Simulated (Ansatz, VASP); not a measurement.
## Two plane-wave programs on GaN

```
Ga N
1.0
     3.18000    0.00000    0.00000
    -1.59000    2.75396    0.00000
     0.00000    0.00000    5.11434
Ga N
2 2
Direct
  0.33333 0.66667 0.00303
  0.66667 0.33333 0.50303
  0.33333 0.66667 0.38197
  0.66667 0.33333 0.88197
```

Change from the starting cell: z stretched by -1 %, ions relaxed.

Alike in both runs: functional PBE; k mesh 11 × 11 × 6; occupations fermi-dirac, width 0.02 eV; no spin polarisation.

Ansatz relaxed the structure, and its values are those at the end. VASP's run is a single point on that final structure, the one shown.

|  | VASP | Ansatz |
| --- | --- | --- |
| version | VASP 6.6.1 | Ansatz 0.2.0 |
| potentials or method | VASP PAW PBE potentials, release 64 (Ga_d, N) | plane-wave PAW, scalar-relativistic |
| plane-wave cutoff (eV) | 520 | 420 |
| valence electrons in the cell | 36 | 36 |

VASP gave:

```
gap on the k mesh at the Fermi level (eV) : 2.05
pressure (GPa)                            : 9.4
```

What did Ansatz give for the same quantities?

gap on the k mesh at the Fermi level (eV): 2.04; pressure (GPa): 9.4.

Ansatz warned: «stress_scf_threshold_loose».
